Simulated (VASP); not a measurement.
# Quasiparticle energies of AlAs in VASP, part 3 of 8

Aim: the quasiparticle gap of AlAs, and what it costs to get it. The cell is of the zinc-blende type, one of the forms listed for this formula. The start is a cell from a database of measured crystal structures.

VASP 6.6.1, plane waves and PAW; the level of theory is named at each step.

So far, gap on the k-mesh (eV): step 2 (empty bands, functional PBE) 1.43.

## (3) evGW0 (continued)

Level of this step: evGW0 on PBE; plane waves and PAW (As_GW, Al_GW) (VASP).

From OUTCAR (step 3):

```text
The static configuration has the point symmetry T_d .

 Found     16 irreducible k-points:

   k-points           NKPTS =     16   k-points in BZ     NKDIM =    216   number of bands    NBANDS=    296

   NELECT =       8.0000    total number of electrons

 E-fermi :   4.1464

 QP shifts <psi_nk| G(iteration)W_0 |psi_nk>: iteration 1
 for sc-GW calculations column KS-energies equals QP-energies in previous step
 and V_xc(KS)=  KS-energies - (<T + V_ion + V_H > + <T+V_H+V_ion>^1  + <V_x>^1)
 k-point   1 :       0.0000    0.0000    0.0000
  band No.  KS-energies  QP-energies   sigma(KS)   V_xc(KS)     V^pw_x(r,r')   Z            occupation Imag(sigma)
      1      -8.4377      -8.9944     -11.7465     -10.8967     -17.8966       0.6551       2.0000       1.0321
      2       3.4305       2.7281     -12.1925     -11.2748     -13.0719       0.7654       2.0000       0.0081
      3       3.4305       2.7281     -12.1925     -11.2748     -13.0719       0.7654       2.0000       0.0081
      4       3.4305       2.7281     -12.1925     -11.2748     -13.0719       0.7654       2.0000       0.0081
      5       5.4773       5.7991      -9.5284      -9.9441      -5.7848       0.7742       0.0000      -0.0790
      6       7.7140       7.8378      -8.9898      -9.1535      -4.6428       0.7564       0.0000      -0.0793
      7       7.7140       7.8378      -8.9898      -9.1535      -4.6428       0.7564       0.0000      -0.0793
      8       7.7140       7.8378      -8.9898      -9.1535      -4.6428       0.7564       0.0000      -0.0793
    ...

 k-point   2 :       0.1667    0.0000    0.0000
  band No.  KS-energies  QP-energies   sigma(KS)   V_xc(KS)     V^pw_x(r,r')   Z            occupation Imag(sigma)
      1      -8.1692      -8.7227     -11.8110     -10.9769     -17.8551       0.6636       2.0000       0.9991
      2       1.3327       0.6562     -11.4514     -10.5383     -12.9230       0.7409       2.0000       0.0187
      3       3.1670       2.4568     -12.0732     -11.1436     -13.0220       0.7640       2.0000       0.0085
      4       3.1670       2.4568     -12.0732     -11.1436     -13.0220       0.7640       2.0000       0.0085
      5       6.2486       6.4756      -9.3218      -9.6170      -5.4173       0.7691       0.0000      -0.0747
      6       8.1506       8.2764      -9.0822      -9.2500      -4.5945       0.7501       0.0000      -0.0847
      7       8.1506       8.2764      -9.0822      -9.2500      -4.5945       0.7501       0.0000      -0.0847
      8       8.6208       8.7604      -9.5803      -9.7668      -5.0886       0.7489       0.0000      -0.0917
    ...

 k-point   3 :       0.3333    0.0000    0.0000
  band No.  KS-energies  QP-energies   sigma(KS)   V_xc(KS)     V^pw_x(r,r')   Z            occupation Imag(sigma)
      1      -7.4895      -8.0222     -12.0387     -11.2440     -17.8011       0.6703       2.0000       0.8969
      2      -1.0645      -1.7753     -10.9934      -9.9833     -13.6851       0.7036       2.0000       0.1015
      3       2.7659       2.0383     -11.9793     -11.0209     -13.0811       0.7592       2.0000       0.0111
      4       2.7659       2.0383     -11.9793     -11.0209     -13.0811       0.7592       2.0000       0.0111
      5       5.7928       5.9692      -9.0559      -9.2839      -5.2480       0.7736       0.0000      -0.0727
      6       8.2894       8.3922      -8.8117      -8.9481      -4.3000       0.7534       0.0000      -0.0879
      7       8.2894       8.3922      -8.8117      -8.9481      -4.3000       0.7534       0.0000      -0.0879
      8      10.9285      10.9499      -9.0019      -9.0312      -3.7354       0.7324       0.0000      -0.1947
    ...

 QP shifts <psi_nk| G(iteration)W_0 |psi_nk>: iteration 2
 k-point   1 :       0.0000    0.0000    0.0000
  band No. old QP-enery  QP-energies   sigma(KS)   T+V_ion+V_H  V^pw_x(r,r')   Z            occupation Imag(sigma)
      1      -8.9944      -9.1838     -11.7434       2.4590     -17.8966       0.6531       2.0000       1.0087
      2       2.7281       2.6079     -12.1344      14.7054     -13.0719       0.7651       2.0000       0.0099
      3       2.7281       2.6079     -12.1344      14.7054     -13.0719       0.7651       2.0000       0.0099
      4       2.7281       2.6079     -12.1344      14.7054     -13.0719       0.7651       2.0000       0.0099
      5       5.7991       5.8065      -9.6127      15.4213      -5.7848       0.7745       0.0000      -0.0807
      6       7.8378       7.8378      -9.0296      16.8674      -4.6428       0.7561       0.0000      -0.0804
      7       7.8378       7.8378      -9.0296      16.8674      -4.6428       0.7561       0.0000      -0.0804
      8       7.8378       7.8378      -9.0296      16.8674      -4.6428       0.7561       0.0000      -0.0804
    ...

 QP shifts <psi_nk| G(iteration)W_0 |psi_nk>: iteration 3
 k-point   1 :       0.0000    0.0000    0.0000
  band No. old QP-enery  QP-energies   sigma(KS)   T+V_ion+V_H  V^pw_x(r,r')   Z            occupation Imag(sigma)
      1      -9.1838      -9.2420     -11.7322       2.4590     -17.8966       0.6515       2.0000       1.0124
      2       2.6079       2.5840     -12.1287      14.7054     -13.0719       0.7656       2.0000       0.0101
      3       2.6079       2.5840     -12.1287      14.7054     -13.0719       0.7656       2.0000       0.0101
      4       2.6079       2.5840     -12.1287      14.7054     -13.0719       0.7656       2.0000       0.0101
      5       5.8065       5.8012      -9.6216      15.4213      -5.7848       0.7743       0.0000      -0.0809
      6       7.8378       7.8337      -9.0350      16.8674      -4.6428       0.7562       0.0000      -0.0806
      7       7.8378       7.8337      -9.0350      16.8674      -4.6428       0.7562       0.0000      -0.0806
      8       7.8378       7.8337      -9.0350      16.8674      -4.6428       0.7562       0.0000      -0.0806
    ...

 QP shifts <psi_nk| G(iteration)W_0 |psi_nk>: iteration 4
 k-point   1 :       0.0000    0.0000    0.0000
  band No. old QP-enery  QP-energies   sigma(KS)   T+V_ion+V_H  V^pw_x(r,r')   Z            occupation Imag(sigma)
      1      -9.2420      -9.2586     -11.7263       2.4590     -17.8966       0.6558       2.0000       1.0155
      2       2.5840       2.5787     -12.1282      14.7054     -13.0719       0.7658       2.0000       0.0101
      3       2.5840       2.5787     -12.1282      14.7054     -13.0719       0.7658       2.0000       0.0101
      4       2.5840       2.5787     -12.1282      14.7054     -13.0719       0.7658       2.0000       0.0101
      5       5.8012       5.7991      -9.6228      15.4213      -5.7848       0.7748       0.0000      -0.0809
      6       7.8337       7.8321      -9.0358      16.8674      -4.6428       0.7563       0.0000      -0.0806
      7       7.8337       7.8321      -9.0358      16.8674      -4.6428       0.7563       0.0000      -0.0806
      8       7.8337       7.8321      -9.0358      16.8674      -4.6428       0.7563       0.0000      -0.0806
    ...

[... 7 parts as in an earlier step ...]

[... 26 further parts left out ...]
```

Numbers from this step:

```
quasiparticle gap on the mesh                 : 2.219 eV
smallest direct quasiparticle gap on the mesh : 3.220 eV
gap of the starting orbitals on the mesh      : 1.432 eV
```

QP gap by iteration, by row:

```
iteration  gap (eV)  direct gap (eV)
        1     2.099            3.071
        2     2.198            3.199
        3     2.215            3.217
        4     2.219             3.22
```

GW takes the gap from 1.432 to 2.219 eV. The last pass still moved it by +3 meV. Spin-orbit coupling is left out. The value holds for 296 bands, ENCUTGW = 200 eV and this mesh, and isn't shown to be converged in them.

(Part 3 of 8 ends here.)

[Lines on the potential files, build, host, timing and source positions are cut from VASP's logs without a mark.]

[Logs are printed without paths, hosts, clocks, repeated set-up lines and the standing remarks that a program may print on its own settings, such as how far it seeks lower states.]

[Hosts, paths, dates, database ids (printed as entryN), source tags and the programs' standing remarks are cut or masked in the printed files.]

[Pressures printed for these runs are not shown converged in the cutoff: they can be off by several GPa and have the wrong sign.]

[In band tables of VASP the shares of atoms and orbitals are scaled to a sum of 1 inside the atoms' spheres.]
